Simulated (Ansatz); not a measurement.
This was printed by a script on Ansatz 0.2.0 through its Python package, for a calculation of the dielectric tensor and Born charges of ZnO, space group P6_3/mmc. What did the script look like? Level of theory: LDA, PAW, cutoff 470 eV, 12×12×4 k-points, fixed occupations.

Input file `zno.cif`:
```cif
data_ZnO
_cell_length_a 3.287967
_cell_length_b 3.287967
_cell_length_c 7.130441
_cell_angle_alpha 90.00000
_cell_angle_beta 90.00000
_cell_angle_gamma 120.00000
_symmetry_space_group_name_H-M 'P 1'
_symmetry_Int_Tables_number 1
loop_
_symmetry_equiv_pos_as_xyz
'x, y, z'
loop_
_atom_site_label
_atom_site_type_symbol
_atom_site_fract_x
_atom_site_fract_y
_atom_site_fract_z
Zn1 Zn    0.000000    0.000000    0.750000
Zn2 Zn    0.000000    0.000000    0.250000
O3 O    0.333333    0.666667    0.250000
O4 O    0.666667    0.333333    0.750000
```

```console
$ python eps.py
mean eps_inf 4.562, fraction of exact exchange 1/eps = 0.219
[[ 5.382 -0.     0.   ]
 [-0.     5.382 -0.   ]
 [ 0.    -0.     2.922]]
Zn Z* trace/3 = +1.987 e
Zn Z* trace/3 = +1.987 e
O  Z* trace/3 = -1.987 e
O  Z* trace/3 = -1.987 e
charge neutrality missed by 0.0016 e before the sum rule
```

The script that was run (others could print the same):

Script `eps.py`:
```python
'''High-frequency dielectric tensor and Born charges of ZnO.'''

import warnings

import ansatz as az
from ase.io import read
import numpy as np


def main() -> None:
    warnings.simplefilter('ignore', az.DeckWarning)

    atoms = read('zno.cif')
    crystal = az.Crystal.from_ase(atoms)

    # an insulator: whole occupations
    calculation = (
        crystal.calculation()
        .functional(az.Functional.LDA)
        .basis(470)
        .kpoints(12, 12, 4)
        .occupations('fixed')
        .dielectric()
    )
    res = calculation.run(threads=1, backend='cpu')
    response = res.dielectric
    eps = np.asarray(response.eps_inf)

    print(f'mean eps_inf {np.trace(eps) / 3:.3f}, fraction of exact exchange 1/eps = {3 / np.trace(eps):.3f}')
    print(np.array2string(eps, precision=3, suppress_small=True))
    for site, z in zip(res.lattice.sites, response.zstar_e):
        print(f'{site.symbol:2s} Z* trace/3 = {np.trace(z) / 3:+.3f} e')
    print(f'charge neutrality missed by {response.zstar_sum_residual_pre_e:.4f} e before the sum rule')


if __name__ == '__main__':
    main()
```

The Fermi level of a run with fixed occupations marks the highest occupied state on its mesh, not mid-gap. Averages over directions belong to no single polarisation, least of all in layered crystals. Pressure is positive in compression. The structure comes from a database of computed cells and needn't be a stable or known phase. This is the electronic (clamped-ion) response; a semilocal gap that is too small tends to raise it. The typed mesh is that of the SCF; the response is solved on denser meshes that the run picks. Timing: 5.7 min on 1 thread of Intel(R) Xeon(R) Processor @ 2.30GHz, with other jobs on the host, peak memory 2 GiB.
